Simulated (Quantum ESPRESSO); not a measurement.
Crystal: BaS.

```
Ba S
1.0
     0.00000    3.19375    3.19375
     3.19375    0.00000    3.19375
     3.19375    3.19375    0.00000
Ba S
1 1
Direct
  0.00000 0.00000 0.00000
  0.50000 0.50000 0.50000
```

Base run:

```yaml
Program: Quantum ESPRESSO 7.5
Functional: PBEsol
Potentials_or_basis: PseudoDojo 0.4.1 SR PBEsol standard
Cutoff: 707 eV
Density_cutoff: 2830 eV
k_mesh: 8 × 8 × 8, shifted
Occupations: fermi-dirac, width 0.05 eV
Spin: no spin polarisation
```

Its results: pressure -0.9 GPa.

Question: The run is repeated on the same cell with these changes: k mesh from 8 × 8 × 8, shifted to 2 × 2 × 2, shifted. What comes out?

Answer: Pressure -1.6 GPa.

Caveats: some runs use coarse meshes; this release of the barium file is off.
